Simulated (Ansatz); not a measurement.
# TaN: the cost of one run

Program: Ansatz 0.2.0. Level of theory: DFT LDA+U (U = 2 eV, J = 0.7 eV on Ta d), plane waves, PAW, no spin–orbit coupling unless a run says so. These are calculated values, not measurements.

### 1 The structure to begin with

It takes space group P6_3/mmc (No. 194, hexagonal). The conventional cell has a = 3.048 Å, b = 3.048 Å, c = 4.918 Å, α = 90.00°, β = 90.00°, γ = 120.00°. Ta (site symmetry -3m) has 6 N at 2.15 Å and 2 Ta at 2.46 Å in its first shell of neighbours. N (site symmetry -6m2) has 6 Ta at 2.15 Å in its first shell of neighbours.

As a file:

```cif
data_structure
_symmetry_space_group_name_H-M 'P 1'
_symmetry_Int_Tables_number 1
_cell_length_a 3.0480
_cell_length_b 6.0960
_cell_length_c 4.9180
_cell_angle_alpha 90.000
_cell_angle_beta 90.000
_cell_angle_gamma 120.000
_cell_volume 79.14
loop_
_atom_site_label
_atom_site_type_symbol
_atom_site_fract_x
_atom_site_fract_y
_atom_site_fract_z
_atom_site_occupancy
Ta1 Ta 0.00000 0.00000 0.00000 1
Ta2 Ta 0.00000 0.00000 0.50000 1
N1 N 0.33333 0.33333 0.25000 1
N2 N 0.66667 0.16667 0.75000 1
Ta3 Ta 0.00000 0.50000 0.00000 1
Ta4 Ta 0.00000 0.50000 0.50000 1
N3 N 0.33333 0.83333 0.25000 1
N4 N 0.66667 0.66667 0.75000 1
```

Magnetic order typed: antiferromagnetic, doubled cell 0 1/2 0.

### 2 From atoms, symmetry kept, no search

input.yaml

```yaml
crystal:
  lattice:
    - [3.04800184, 0.0, 0.0]
    - [-3.04800184, 5.27929406, 0.0]
    - [0.0, 0.0, 4.91799978]
  atoms:
    - { symbol: Ta, position: [0.0, 0.0, 0.0], spin: 2.0 }
    - { symbol: Ta, position: [0.0, 0.0, 0.5], spin: 2.0 }
    - { symbol: "N", position: [0.3333333333, 0.3333333334, 0.25] }
    - { symbol: "N", position: [0.6666666667, 0.1666666666, 0.75] }
    - { symbol: Ta, position: [0.0, 0.5, 0.0], spin: -2.0 }
    - { symbol: Ta, position: [0.0, 0.5, 0.5], spin: -2.0 }
    - { symbol: "N", position: [0.3333333333, 0.8333333333, 0.25] }
    - { symbol: "N", position: [0.6666666667, 0.6666666666, 0.75] }
basis:
  ecutwfc: 420
  ecutrho_ratio: 4
kpoints:
  mp_grid: { grid: [7, 7, 4] }
hamiltonian:
  xc: lda
  hubbard:
    sites:
      - { site: 0, l: d, u: 2.0, j: 0.7 }
      - { site: 1, l: d, u: 2.0, j: 0.7 }
      - { site: 4, l: d, u: 2.0, j: 0.7 }
      - { site: 5, l: d, u: 2.0, j: 0.7 }
scf:
  occupations: { method: gaussian, width: 0.05 }
  lower_state_search: "off"
  max_iter: 150
output:
  forces: true
  stress: true
  eigenvalues: true
  populations: true
  hubbard:
    sites:
      - { site: 0, l: d }
      - { site: 1, l: d }
      - { site: 4, l: d }
      - { site: 5, l: d }
magnetization:
  spin_polarized: true
```

Command:

```sh
ansatz run input.yaml --threads 4 --pin off --max-ram 6144MiB --backend cpu --events-out ev --progress --plain --runs-dir out
```

Q: Estimate wall time and peak memory on 4 threads of Arm Neoverse V2, shared host.

About 12 s, with a peak of 0.69 GiB.
